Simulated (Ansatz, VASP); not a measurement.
Two plane-wave programs on Gd

```
Gd
1.0
     0.00000    2.55087    2.55087
     2.55087    0.00000    2.55087
     2.55087    2.55087    0.00000
Gd
1
Direct
  0.00000 0.00000 0.00000
```

Change from the starting cell: volume scaled by 0.96.

Alike in both runs: task single point; functional PBE; k mesh 9 × 9 × 9; occupations fermi-dirac, width 0.05 eV; collinear spin, ferromagnetic start.

```csv
,VASP,Ansatz
version,VASP 6.6.1,Ansatz 0.2.0
potentials or method,"VASP PAW PBE potentials, release 64 (Gd)",Ansatz PAW
plane-wave cutoff (eV),520,420
valence electrons in the cell,18,18
```

```csv
,VASP,Ansatz,Ansatz less VASP
gap on the k mesh at the Fermi level (eV),none,none,-
pressure (GPa),-0.2,-0.2,+0.01
net moment per atom (μB),7.55,7.55,-0.002
size of the moment on the site where the two differ most (μB),6.96,7.30,+0.340
```

Site moments also hang on the region over which each program counts them. A gap of «none» marks a metal or a gap that the smearing closes.

Caveats: spin-orbit coupling is left out, which moves the levels of the heavy elements. The state reached can hang on the start; a lower one may exist.
